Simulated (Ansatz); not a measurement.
**What Al vacancy, symmetric start does to AlSb**

Base system: a 24-atom supercell of AlSb in the zinc blende structure (space group F-43m, No. 216; a = 6.157 Å) at its relaxed geometry.

Now apply this change: a neutral Al vacancy, symmetric start, atoms relaxed at fixed cell.

Calculations: PBEsol, PAW, 420 eV (Ansatz, a first-principles code; scalar-relativistic without spin-orbit coupling), earlier PAW set. Γ-centred 5×4×5 mesh, Fermi–Dirac width 0.01 eV.

```csv
quantity,base,changed,shift
gap of the supercell,1.15 eV,zero,–
total moment of the cell,–,0.0 μB,–
largest displacement of a host atom from its site in the perfect cell,–,0.35 Å,–
mean distance from the defect site to its nearest host atoms,2.67 Å,2.42 Å,-0.243 Å
```

The magnetic state is the one reached from the starting moments; the real material's order can differ, and small cells can't hold many antiferromagnetic ones. The cell is small, so the values are those of an ordered compound at a high defect concentration; dilute-limit values will differ. The defect started on the symmetric site and kept its symmetry, so it may sit on a saddle. With Sb present, leaving out spin-orbit coupling can change the band edges. Starting moments died away, wholly or in part, for Al vacancy; another magnetic solution may exist. The defect cell is spin-polarised and ends with 0.0 μB.
